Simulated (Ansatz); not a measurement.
Si2Ni under strain — electric field gradients

The cell is an entry of the Crystallography Open Database (COD), relaxed with PBE at fixed cell and then changed (z stretched by 2 %, ions relaxed).

```
Si Ni
1.0
     0.00000    2.70300    2.75706
     2.70300    0.00000    2.75706
     2.70300    2.70300    0.00000
Si Ni
2 1
Direct
  0.25000 0.25000 0.25000
  0.75000 0.75000 0.75000
  0.00000 0.00000 0.00000
```

Atoms are numbered from 1 in the order listed; like atoms form one site, named after its first atom.

All values are calculated (Ansatz; DFT, PBE, plane waves and PAW, scalar-relativistic, collinear spin, 420 eV cutoff, Γ-centred 15×15×15 k-points, Fermi–Dirac smearing 0.05 eV), not measured. Start moments as typed (μB): 1.5 on each Ni, none on the rest.

V_zz is the principal component of the electric field gradient with the largest magnitude, η = (V_xx − V_yy)/V_zz and C_Q = eQV_zz/h.

⁶¹Ni: I = 3/2, Q = 162.0 mb. Nuclear quadrupole moments: year-2017 set (Pyykkö).

Question: Give the quadrupolar parameters of the distinct sites.

Answer: 

```tsv
site	atoms (order as listed)	first shell	V_zz (10²¹ V/m²)	η	C_Q (MHz)
Si	1, 2	4 Ni at 2.36 Å, 6 Si at 2.70–2.76 Å	0.086	0.00	–
Ni	3	8 Si at 2.36 Å	-0.042	0.00	-0.166
```

An axis of threefold or higher order runs through Si and Ni, so V_zz lies along it and η is zero.

Si has no stable isotope with a ground-state quadrupole moment in the table, so no C_Q is given.

With no gap above 0.1 eV, as in a metal, the gradients converge slowly in k; expect changes of a tenth or more on a denser mesh. The start moments die out, and the run ends without spin.

The relaxation (1 step) took 45 s of wall time (45 s of CPU time) and 0.68 GiB at its peak, on 1 thread of Arm Neoverse V1 (aarch64; 8 cores open to the job, memory cap 3.0 GiB, no GPU), a shared host with a load of 0.7 a core.
